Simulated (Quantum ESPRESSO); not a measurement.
# GaAs: equation of state with r2SCAN

The system is GaAs.

```xyz
2
Lattice="0.0000 2.8268 2.8268 2.8268 0.0000 2.8268 2.8268 2.8268 0.0000" Properties=species:S:1:pos:R:3 pbc="T T T"
As    4.2403    4.2403    4.2403
Ga    0.0000    0.0000    0.0000
```

| Item | Value |
| --- | --- |
| Program | Quantum ESPRESSO 7.5 |
| Task | equation of state |
| Functional | r2SCAN |
| Potentials or basis | SG15 PBE 1.2 |
| Cutoff | 1197 eV |
| Density cutoff | 4789 eV |
| k mesh | 6 × 6 × 6 |
| Occupations | fermi-dirac, width 0.05 eV |
| Spin | no spin polarisation |

```
Equilibrium volume                      : 22.67 Å³/atom
Bulk modulus                            : 75 GPa
Pressure derivative of the bulk modulus : 4.5 (rough: it moves with the points fitted)
```

Energy against volume, from the lowest point:
```tsv
volume (Å³/atom)	energy (meV/atom)
21.234	23.79
21.686	10.74
22.138	2.98
22.590	0.00
23.041	1.33
23.493	6.51
23.945	15.07
```

All runs of the series together: 22 min on 2 threads of Intel(R) Xeon(R) Platinum 8488C (Sapphire Rapids), with other jobs on the host.

Caveat: the potentials were made for another functional, which shifts forces and pressure. Zero-point motion and thermal expansion aren't in these numbers.
